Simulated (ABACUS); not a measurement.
# Ta (Im-3m) in ABACUS: a series of runs, part 2 of 2

ABACUS 3.10.1.

**5. Relaxation of cell and atoms, rSCAN**

run_abacus.py

```python
"""ABACUS run from a structure file: ASE reads it, the script writes STRU, KPT and INPUT."""
import re
import subprocess
from ase.io import read
from ase.units import Bohr

atoms = read("POSCAR")
atoms = atoms[(-atoms.numbers).argsort(kind="stable")]  # ABACUS lists atoms element by element
pseudo = {'Ta': 'Ta_ONCV_PBE-1.2.upf'}
orbital = {}
magmoms = None
kmesh = [7, 7, 7]
params = {
    'suffix': 'Ta',
    'calculation': 'cell-relax',
    'basis_type': 'pw',
    'pseudo_dir': './',
    'symmetry': 1,
    'dft_functional': 'MGGA_X_RSCAN+MGGA_C_RSCAN',
    'ecutwfc': 69,
    'pseudo_rcut': 10,
    'nspin': 1,
    'nbands': 18,
    'ks_solver': 'dav',
    'smearing_method': 'fd',
    'smearing_sigma': 0.00367493,
    'scf_thr': 1e-08,
    'scf_nmax': 100,
    'mixing_type': 'broyden',
    'mixing_beta': 0.7,
    'cal_force': 1,
    'cal_stress': 1,
    'mixing_tau': 1,
    'relax_nmax': 60,
    'force_thr_ev': 0.01,
    'relax_method': 'cg',
    'out_stru': 1,
    'stress_thr': 1,
    'kpar': 4,
}

symbols = atoms.get_chemical_symbols()
elements = list(dict.fromkeys(symbols))
lines = ["ATOMIC_SPECIES"] + [f"{e} {atoms.get_masses()[symbols.index(e)]:.4f} {pseudo[e]}" for e in elements]
if orbital:
    lines += ["", "NUMERICAL_ORBITAL"] + [orbital[e] for e in elements]
lines += ["", "LATTICE_CONSTANT", f"{1 / Bohr:.10f}", "", "LATTICE_VECTORS"]
lines += [" ".join(f"{x:.10f}" for x in v) for v in atoms.cell]
lines += ["", "ATOMIC_POSITIONS", "Direct"]
for e in elements:
    lines += ["", e, "0.0", str(symbols.count(e))]
    for i, p in enumerate(atoms.get_scaled_positions(wrap=False)):
        if symbols[i] == e:
            mag = "" if magmoms is None else " mag " + " ".join(str(x) for x in (magmoms[i] if isinstance(magmoms[i], list) else [magmoms[i]]))
            lines.append(" ".join(f"{x:.10f}" for x in p) + " 1 1 1" + mag)
open("STRU", "w").write("\n".join(lines) + "\n")
open("KPT", "w").write("K_POINTS\n0\nGamma\n%d %d %d 0 0 0\n" % tuple(kmesh))
open("INPUT", "w").write("INPUT_PARAMETERS\n" + "".join(f"{k:<20s}{v}\n" for k, v in params.items()))

done = subprocess.run(['mpirun', '-np', '4', 'abacus'])
if done.returncode:
    raise SystemExit(done.returncode)
log = open("OUT.Ta/running_cell-relax.log").read()
print("final energy (eV):", re.findall(r"FINAL_ETOT_IS (\S+)", log))
```

POSCAR

```
Ta
1.0
   -1.6512800000      1.6512800000      1.6512800000
    1.6512800000     -1.6512800000      1.6512800000
    1.6512800000      1.6512800000     -1.6512800000
Ta
1
Direct
    0.0000000000      0.0000000000      0.0000000000
```

Potentials or basis: SG15 ONCV 1.2 PBE, plane waves.

Command:

```console
OMP_NUM_THREADS=1 python run_abacus.py > log
```

running log:

```text
ABACUS v3.10.1

               Atomic-orbital Based Ab-initio Computation at UStc

 ------------------------------------------------------------------------------------

 READING GENERAL INFORMATION
                           global_out_dir = OUT.Ta/
                           global_in_card = INPUT
                               pseudo_dir = ./
                              orbital_dir =
                                    DSIZE = 4
                                    GSIZE = 1

 READING UNITCELL INFORMATION
                                    ntype = 1
                  lattice constant (Bohr) = 1.88973
              lattice constant (Angstrom) = 1

 READING ATOM TYPE 1
                               atom label = Ta
                      L=0, number of zeta = 1
                      L=1, number of zeta = 1
                      L=2, number of zeta = 1
             number of atom for this type = 1

                        TOTAL ATOM NUMBER = 1
DIRECT COORDINATES
    atom                   x                   y                   z     mag                  vx                  vy                  vz
taud_Ta1            0.0000000000        0.0000000000        0.0000000000  0.0000        0.0000000000        0.0000000000        0.0000000000

                          Volume (Bohr^3) = 121.54
                             Volume (A^3) = 18.0103

 Lattice vectors: (Cartesian coordinate: in unit of a_0)
             -1.65128            +1.65128            +1.65128
             +1.65128            -1.65128            +1.65128
             +1.65128            +1.65128            -1.65128
 Reciprocal vectors: (Cartesian coordinate: in unit of 2 pi/a_0)
                   +0           +0.302795           +0.302795
[... 112 lines left out ...]
                        ROTATION MATRICES = 48
                               nkstot_ibz = 20
K-POINTS REDUCTION ACCORDING TO SYMMETRY
     IBZ    DIRECT_X    DIRECT_Y    DIRECT_Z  WEIGHT  ibz2bz
       1  0.00000000  0.00000000  0.00000000  0.0029       0
       2 -0.14285714  0.14285714  0.00000000  0.0350       1
       3 -0.28571429  0.28571429  0.00000000  0.0350       2
       4 -0.42857143  0.42857143  0.00000000  0.0350       3
       5 -0.14285714 -0.14285714  0.28571429  0.0700       8
       6 -0.14285714 -0.28571429  0.42857143  0.1399       9
[... 12 lines left out ...]
      19  0.42857143  0.42857143  0.42857143  0.0233     130
      20 -0.42857143  0.42857143  0.42857143  0.0175     172

                               nkstot now = 20
[... K-POINTS DIRECT COORDINATES: 20 rows ...]

           k-point number in this process = 5
       minimum distributed K point number = 5
[... stars of the k points ...]

[... K-POINTS CARTESIAN COORDINATES: 5 rows ...]

[... K-POINTS DIRECT COORDINATES: 5 rows ...]

 SETUP PLANE WAVES FOR WAVE FUNCTIONS
     energy cutoff for wavefunc (unit:Ry) = 69
              fft grid for wave functions = [ 30, 30, 30 ]
                    number of plane waves = 1481
                         number of sticks = 173

 PARALLEL PW FOR WAVE FUNCTIONS
     PROC   COLUMNS(POT)             PW
        1            173           1481
 --------------- sum -------------------
        1            173           1481

 SETUP NONLOCAL PSEUDOPOTENTIALS IN PLANE WAVE BASIS
 Ta non-local projectors:
 projector 1 L=0
 projector 2 L=0
 projector 3 L=1
 projector 4 L=1
 projector 5 L=2
 projector 6 L=2
 projector 7 L=3
 projector 8 L=3
      TOTAL NUMBER OF NONLOCAL PROJECTORS = 32

 Init Non-Local PseudoPotential table :
 Init Non-Local-Pseudopotential done.

                                     npwx = 1205

 -------------------------------------------
 STEP OF RELAXATION : 1
 -------------------------------------------
                                 init_chg = atomic

 PW ALGORITHM --------------- ION=   1  ELEC=   1--------------------------------
 Notice: Threshold on eigenvalues was too large.
 hsover_error=0.27 > DRHO=0.0637416
 Origin diag ethr = 0.01
 New diag ethr = 0.00023608
[... 722 lines left out ...]
 Largest gradient in stress is 0.395498 kbar.
 Threshold is 1.000000 kbar.

 Relaxation is converged!

 --------------------------------------------
 !FINAL_ETOT_IS -6742.4727709370718003 eV
 --------------------------------------------
```

STRU:

```text
ATOMIC_SPECIES
Ta 180.9479 Ta_ONCV_PBE-1.2.upf

LATTICE_CONSTANT
1.8897261258

LATTICE_VECTORS
-1.6512800000 1.6512800000 1.6512800000
1.6512800000 -1.6512800000 1.6512800000
1.6512800000 1.6512800000 -1.6512800000

ATOMIC_POSITIONS
Direct

Ta
0.0
1
-0.0000000000 0.0000000000 0.0000000000 1 1 1
```

It took 18 s on 4 MPI ranks of AMD EPYC 9R45 (Zen 5), shared host; peak memory 0.36 GiB.

What came out:

| Item | Value |
| --- | --- |
| Free energy | -6742.4728 eV |
| Relaxed volume | 17.18 Å³/atom |
| Relaxed cell | a = 2.815 Å, b = 2.815 Å, c = 2.815 Å, α = 109.47°, β = 109.47°, γ = 109.47° |
| Space group after relaxing (to 0.05 Å) | Im-3m (No. 229) |
| Energy gained by relaxing | 27.4 meV/atom |
| Ionic steps | 7 |
| Pressure after relaxing | 0.0 GPa |
| Band gap on the k mesh | none (metal or under the smearing width) |

Step by step:
```csv
step,energy change (eV),largest force (eV/Å),pressure (GPa),volume (Å³)
1,0.0000,0.0000,-10.07,18.01
2,0.1819,0.0000,34.86,15.12
3,-0.0272,0.0000,-0.75,17.23
4,-0.0274,0.0000,-0.14,17.18
5,-0.0274,0.0000,-0.11,17.18
6,-0.0274,0.0000,-0.16,17.18
7,-0.0274,0.0000,-0.04,17.18
```

Final structure:
```
Ta
1.0
    -1.62546    1.62546    1.62546
     1.62546   -1.62546    1.62546
     1.62546    1.62546   -1.62546
Ta
1
Cartesian
  0.0000 0.0000 0.0000
```

Levels at points of the mesh, in eV from the Fermi level:
```
           k point  band 9  band 10  band 11  band 12  band 13  band 14  band 15  band 16  band 17  band 18
(0.00, 0.00, 0.00)  -17.79   -17.79   -17.77    -7.93     0.89     0.89     0.89     4.32     4.32    16.06
```

Caveat: the k mesh is coarse (spacing up to 0.38 Å⁻¹), so the values aren't converged; the potentials were made for another functional, which shifts forces and pressure. Spin-orbit coupling is left out, which matters for the levels of Ta.

**6. Single point, PBEsol**

run_abacus.py: that of step 5 with these lines changed.

```diff
@@ -8,9 +8,9 @@
 atoms = atoms[(-atoms.numbers).argsort(kind="stable")]  # ABACUS lists atoms element by element
-pseudo = {'Ta': 'Ta_ONCV_PBE-1.2.upf'}
+pseudo = {'Ta': 'Ta.upf'}
 orbital = {}
 magmoms = None
-kmesh = [7, 7, 7]
+kmesh = [9, 9, 9]
 params = {
     'suffix': 'Ta',
-    'calculation': 'cell-relax',
+    'calculation': 'scf',
     'basis_type': 'pw',
@@ -18,7 +18,7 @@
     'symmetry': 1,
-    'dft_functional': 'MGGA_X_RSCAN+MGGA_C_RSCAN',
-    'ecutwfc': 69,
+    'dft_functional': 'pbesol',
+    'ecutwfc': 58,
     'pseudo_rcut': 10,
     'nspin': 1,
-    'nbands': 18,
+    'nbands': 17,
     'ks_solver': 'dav',
@@ -32,8 +32,3 @@
     'cal_stress': 1,
-    'mixing_tau': 1,
-    'relax_nmax': 60,
-    'force_thr_ev': 0.01,
-    'relax_method': 'cg',
-    'out_stru': 1,
-    'stress_thr': 1,
+    'out_chg': 1,
     'kpar': 4,
@@ -62,3 +57,3 @@
     raise SystemExit(done.returncode)
-log = open("OUT.Ta/running_cell-relax.log").read()
+log = open("OUT.Ta/running_scf.log").read()
 print("final energy (eV):", re.findall(r"FINAL_ETOT_IS (\S+)", log))
```

POSCAR is that of step 5.

Potentials or basis: PseudoDojo NC SR 0.4.1 PBEsol standard, plane waves.

Command:

```console
OMP_NUM_THREADS=1 python run_abacus.py > log
```

running log:

```text
ABACUS v3.10.1

               Atomic-orbital Based Ab-initio Computation at UStc

 ------------------------------------------------------------------------------------

 READING GENERAL INFORMATION
                           global_out_dir = OUT.Ta/
                           global_in_card = INPUT
                               pseudo_dir = ./
                              orbital_dir =
                                    DSIZE = 4
                                    GSIZE = 1

 READING UNITCELL INFORMATION
                                    ntype = 1
                  lattice constant (Bohr) = 1.88973
              lattice constant (Angstrom) = 1

 READING ATOM TYPE 1
                               atom label = Ta
                      L=0, number of zeta = 1
                      L=1, number of zeta = 1
                      L=2, number of zeta = 1
             number of atom for this type = 1

                        TOTAL ATOM NUMBER = 1
DIRECT COORDINATES
    atom                   x                   y                   z     mag                  vx                  vy                  vz
taud_Ta1            0.0000000000        0.0000000000        0.0000000000  0.0000        0.0000000000        0.0000000000        0.0000000000
[... 268 lines left out ...]
----------------------------------------------------------
 E_KohnSham     -130.1621046859      -1770.9462874004
 E_KS(sigma->0) -130.1614316229      -1770.9371299084
 E_Harris       -130.1620030778      -1770.9449049519
 E_band         -7.9320677244        -107.9213179743
 E_one_elec     -16.8599433439       -229.3912974340
 E_Hartree      14.6535715004        199.3720684558
 E_xc           -29.4065633082       -400.0968195887
 E_Ewald        -98.5478234082       -1340.8119238495
 E_entropy(-TS) -0.0013461260        -0.0183149840
 E_descf        0.0000000000         0.0000000000
 E_exx          0.0000000000         0.0000000000
 E_Fermi        1.3483923002         18.3458184220
----------------------------------------------------------

 charge density convergence is achieved
 final etot is -1770.9462874 eV
 EFERMI = 18.345818422 eV

 STATE ENERGY(eV) AND OCCUPATIONS    NSPIN == 1
 1/9 kpoint (Cartesian) = 0.0000 0.0000 0.0000 (935 pws)
       1       -48.8165     0.00274348
       2       -14.7254     0.00274348
       3       -14.7254     0.00274348
       4       -14.7254     0.00274348
       5        10.3656     0.00274348
       6        19.0097    4.70042e-09
[... 9 lines left out ...]
      16        46.3820        0.00000
[... 82 lines left out ...]
       4       -14.7613      0.0658436
       5        11.8797      0.0658436
       6        18.2506      0.0573066
[... 9 lines left out ...]
      16        42.5420        0.00000
      17        48.5212        0.00000

[... levels at 3 further k points ...]

------------------------------------------------------------------------------------------
 TOTAL-FORCE (eV/Angstrom)
------------------------------------------------------------------------------------------
                       Ta1         0.0000000000         0.0000000000         0.0000000000
------------------------------------------------------------------------------------------

----------------------------------------------------------------
 TOTAL-STRESS (KBAR)
----------------------------------------------------------------
       -36.8097370408        -0.0000000000        -0.0000000000
        -0.0000000000       -36.8097370408         0.0000000000
         0.0000000000         0.0000000000       -36.8097370408
----------------------------------------------------------------
 TOTAL-PRESSURE: -36.809737 KBAR

 --------------------------------------------
 !FINAL_ETOT_IS -1770.9462874004480000 eV
 --------------------------------------------
```

INPUT:

```text
INPUT_PARAMETERS
suffix              Ta
calculation         scf
basis_type          pw
pseudo_dir          ./
symmetry            1
dft_functional      pbesol
ecutwfc             58
pseudo_rcut         10
nspin               1
nbands              17
ks_solver           dav
smearing_method     fd
smearing_sigma      0.00367493
scf_thr             1e-08
scf_nmax            100
mixing_type         broyden
mixing_beta         0.7
cal_force           1
cal_stress          1
out_chg             1
kpar                4
```

STRU:

```text
ATOMIC_SPECIES
Ta 180.9479 Ta.upf

LATTICE_CONSTANT
1.8897261258

LATTICE_VECTORS
-1.6512800000 1.6512800000 1.6512800000
1.6512800000 -1.6512800000 1.6512800000
1.6512800000 1.6512800000 -1.6512800000

ATOMIC_POSITIONS
Direct

Ta
0.0
1
-0.0000000000 0.0000000000 0.0000000000 1 1 1
```

Run time: 2.2 s. Hardware: 4 MPI ranks of Intel Xeon Platinum 8488C (Sapphire Rapids), shared host; peak memory 0.36 GiB.

What came out:

```yaml
Free_energy: -1770.9463 eV
Pressure: -3.7 GPa
Band_gap_on_the_k_mesh: none (metal or under the smearing width)
```

**7. Summary**

| task | level | potentials or basis | cell | k mesh | cutoff (eV) | max steps of the relaxation | force threshold | optimiser | stress threshold | mesh quality | gap on the mesh (eV) | pressure (GPa) | relaxed volume (Å³/atom) |
| --- | --- | --- | --- | --- | --- | --- | --- | --- | --- | --- | --- | --- | --- |
| single point | TPSS | SG15 ONCV 1.2 PBE, plane waves | as given | 7 × 7 × 7 | 939 | - | - | - | - | coarse | none | 1.3 | - |
| relaxation of cell and atoms | TPSS | SG15 ONCV 1.2 PBE, plane waves | relaxed | 7 × 7 × 7 | 939 | 60 | 0.005 eV/Å | cg | 0.5 kbar | coarse | none | 0.0 | 18.11 |
| single point | rSCAN | SG15 ONCV 1.2 PBE, plane waves | as given | 7 × 7 × 7 | 939 | - | - | - | - | coarse | none | -10.0 | - |
| relaxation of cell and atoms | rSCAN | SG15 ONCV 1.2 PBE, plane waves | relaxed | 7 × 7 × 7 | 939 | 60 | 0.01 eV/Å | cg | 1 kbar | coarse | none | 0.0 | 17.18 |
| single point | PBEsol | PseudoDojo NC SR 0.4.1 PBEsol standard, plane waves | as given | 9 × 9 × 9 | 789 | - | - | - | - | not flagged | none | -3.7 | - |

Alike in all rows: no spin polarisation; smearing fermi-dirac 0.05 eV.

Caveats: some runs use coarse meshes; the potentials were made for another functional, which shifts forces and pressure (some runs).

Absolute energies hang on the potentials; compare differences alone.
